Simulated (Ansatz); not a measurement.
# Tuning gaps by epitaxial strain

Plane-wave DFT in Ansatz, PBE, scalar-relativistic PAW potentials, cutoff 420 eV, no spin-orbit coupling; no spin polarisation. Equal strain along a and b of the conventional cell, c and the atoms relaxed; gaps sought over the whole zone.

```csv
crystal,strain: gap (eV)
GaP (F-43m),-4.5 %: 1.141; -3.0 %: 1.315; -1.5 %: 1.481; +0.0 %: 1.583; +1.5 %: 1.343; +3.0 %: 1.111; +4.5 %: 0.887
SiC (F-43m),-3.0 %: 1.067; -2.0 %: 1.172; -1.0 %: 1.273; +0.0 %: 1.373; +1.0 %: 1.214; +2.0 %: 1.063; +3.0 %: 0.920
ZnO (P6_3mc),-6.0 %: 0.613; -4.0 %: 0.671; -2.0 %: 0.716; +0.0 %: 0.744; +2.0 %: 0.753; +4.0 %: 0.749; +6.0 %: 0.742
SnO₂ (P4_2/mnm),-4.5 %: 1.087; -3.0 %: 0.942; -1.5 %: 0.804; +0.0 %: 0.681; +1.5 %: 0.577; +3.0 %: 0.500; +4.5 %: 0.451
ZnS (F-43m),-3.0 %: 2.034; -2.0 %: 2.032; -1.0 %: 2.025; +0.0 %: 2.018; +1.0 %: 1.933; +2.0 %: 1.852; +3.0 %: 1.775
```

Question: What are the slopes on either side of zero strain, and why can they differ?

Answer: GaP (F-43m) +68 and -160; SiC (F-43m) +100 and -159; ZnO (P6_3mc) +14 and +5; SnO₂ (P4_2/mnm) -82 and -69; ZnS (F-43m) -7 and -85 meV per % (over the first step on the compressive side, then on the tensile side; a positive slope means the gap grows as the plane is stretched). The slope drops from the first side to the second in GaP (F-43m), SiC (F-43m), ZnS (F-43m). The gap is the smallest distance between any valence top and conduction valley, so its slope drops where another pair takes over. In GaP (F-43m), SiC (F-43m), ZnS (F-43m) the shear part of the strain lowers the cubic symmetry and splits a degenerate band edge or a set of equal valleys, and whichever member moves into the gap sets it on each side of zero. Relaxations kept the strained cell's symmetry, so distortions at large strain weren't sought, and coherent films seldom hold more than 2 to 3 %. Splitting by shear is how strain cuts scattering and transport mass in Si and Ge channels; masses under strain weren't computed. The slope of one pair of band edges is as a rule more reliable than the Kohn–Sham gap, while the strain at which pairs cross shifts with the functional.

Cost: about 18 core-minutes for the runs cited, on Intel Xeon Platinum 8488C (Sapphire Rapids), AMD EPYC 9R45 (Zen 5), Intel Xeon Platinum 8375C (Ice Lake) and other processors (shared hosts).